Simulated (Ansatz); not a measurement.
Li: pressure against volume

Li, Fm-3m, a = 4.318 Å. This isn't the element's structure at ambient conditions. Ansatz: PBEsol, PAW, 420 eV, Γ-centred 16×16×16 mesh on 1 atom, Gaussian smearing 0.10 eV; no spin polarisation. Symmetry fixes shape and atoms, so the cell is only scaled; pressure is positive in compression.

```tsv
V (Å³/atom)	P (GPa)
18.922	0.97
19.526	0.47
20.130	0.03
20.734	-0.35
21.337	?
```

**Question.** Take V0 = 20.130 Å³/atom, count pressures from its P0 = 0.03 GPa, fit the third-order Birch–Murnaghan form to the other rows, and predict the missing pressure.

**Answer.** With the Eulerian strain f = ½[(V0/V)^(2/3) − 1] and y = (P − P0)/[3f(1 + 2f)^(5/2)], the form is the line y = B0 + 1.5 B0 (B0′ − 4) f. Rows (f, y): 0.02106, 13.42; 0.01026, 13.59; -0.00976, 13.63. Means f = 0.007187, y = 13.547; Σ(Δf)² = 0.0004891, ΣΔfΔy = -0.003036; the slope is their ratio. y = 13.59 − 6.208 f GPa, so B0 = 13.6 GPa and B0′ = 4 + 2 × (-6.208)/(3 × 13.59) = 3.70. At V = 21.337, f = -0.01904, y = 13.708 and P = -0.68 GPa. The run gave -0.69 GPa, so the fit is 0.01 GPa too high, a small miss on the scale of the series. The form still works here, 33 % of the fitted range beyond its end.